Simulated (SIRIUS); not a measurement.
Crystal: Zr.

```
CELL_PARAMETERS angstrom
3.23200 0.00000 0.00000
-1.61600 2.79899 0.00000
0.00000 0.00000 5.14700
ATOMIC_POSITIONS crystal
Zr 0.66667 0.33333 0.75000
Zr 0.33333 0.66667 0.25000
```

Base run:

| Item | Value |
| --- | --- |
| Program | SIRIUS 7.12.0 |
| Functional | RPBE |
| Potentials or basis | PseudoDojo 0.4.1 PBE standard (scalar relativistic) |
| Cutoff | 915 eV |
| Density cutoff | 3659 eV |
| k mesh | 9 × 9 × 5 |
| Occupations | fermi-dirac, width 0.05 eV |
| Spin | no spin polarisation |

Its results: band gap on the k mesh none (metal or under the smearing width); pressure 2.8 GPa.

Question: The run is repeated on the same cell with these changes: functional from RPBE to PW91; libxc names from ["XC_GGA_X_RPBE", "XC_GGA_C_PBE"] to ["XC_GGA_X_PW91", "XC_GGA_C_PW91"]. What comes out?

Answer: Band gap on the k mesh none (metal or under the smearing width); pressure 0.2 GPa.

Caveats: the potentials were made for another functional, which shifts forces and pressure.
